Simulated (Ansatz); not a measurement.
**TiSi: Seebeck coefficient and carrier response**

These are results of DFT PBEsol, scalar-relativistic, plane waves, PAW in Ansatz 0.2.0, not measurements. Plane waves to 420 eV; Γ-centred k mesh 10×6×10; Fermi-Dirac smearing of 0.15 eV. No spin polarisation.

Relaxed structure:
```
Ti Si
1.0
     3.60936    0.00000    0.00000
     0.00000    7.57001    0.00000
     0.00000    0.00000    4.14612
Ti Si
4 4
Cartesian
  0.0000 3.7850 0.2104
  1.8047 3.7850 2.2835
  1.8047 0.0000 2.2835
  0.0000 0.0000 0.2104
  0.0000 5.6775 2.2835
  0.0000 1.8925 2.2835
  1.8047 1.8925 0.2104
  1.8047 5.6775 0.2104
```

In a metal these results depend on the k mesh and the smearing.

Constant relaxation time and rigid bands. The levels are interpolated over the whole zone and filled by a Fermi function at the stated temperature, with the chemical potential set by the electron count. Seebeck coefficients of a few μV/K are small differences and uncertain even in sign.

(1) Give the Drude plasma energies, the density of states at the chemical potential and σ/τ at 300 K.

(2) And the Seebeck coefficient (μV/K)?

Answers

(1)
```json
{
 "Plasma energy xx, yy, zz": "4.92, 4.87, 6.51 eV",
 "Density of states (thermally broadened)": "4.55 states/eV/cell",
 "Conductivity over τ, xx, yy, zz": "4.9, 4.8, 8.7 ×10²⁰ (Ω·m·s)⁻¹"
}
```

(2)
```tsv
T (K)	Sxx	Syy	Szz
300	9.6	-1.8	-0.6
600	12.9	-3.8	-0.7
900	12.3	-5.7	-1.1
```

Cost: 1 run of about 15 core-minutes, on Arm Neoverse V1 (shared hosts).